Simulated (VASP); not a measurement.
The system is Pd.

```
Pd
1.0
     2.85112    0.00000    0.00000
    -1.42556    2.46914    0.00000
     0.00000    0.00000    9.31107
Pd
4
Direct
  0.00000 0.00000 0.00000
  0.00000 0.00000 0.50000
  0.33333 0.66667 0.25000
  0.66667 0.33333 0.75000
```

This isn't the form of Pd at room conditions, which is fcc.

The cell isn't the ideal one: Ag -> Pd on all its sites, in the parent's cell.

* Program: VASP 6.6.1
* Task: relaxation of cell and atoms
* Functional: PBE
* Potentials or basis: VASP PAW PBE potentials, release 64 (Pd)
* Cutoff: 600 eV
* k mesh: 12 × 12 × 2
* Occupations: gaussian, width 0.1 eV
* Spin: no spin polarisation

At the start: pressure -9.4 GPa; volume 16.39 Å³/atom.

**Question.** Where does the relaxation end?

**Answer.** Over 3 steps the energy falls by 33.9 meV/atom and the volume is 15.33 Å³/atom (-6.4 %); space group P6_3/mmc (No. 194, to 0.05 Å).

The path:
```tsv
step	energy change (eV)	largest force (eV/Å)	pressure (GPa)	volume (Å³)
1	0.0000	0.0000	-9.40	65.55
2	0.0637	0.0000	15.62	56.84
3	-0.1354	0.0000	-0.15	61.34
```

Final structure:
```
CELL_PARAMETERS angstrom
2.78691 0.00000 0.00000
-1.39346 2.41354 0.00000
0.00000 0.00000 9.11915
ATOMIC_POSITIONS crystal
Pd 0.00000 0.00000 0.00000
Pd 0.00000 0.00000 0.50000
Pd 0.33333 0.66667 0.25000
Pd 0.66667 0.33333 0.75000
```
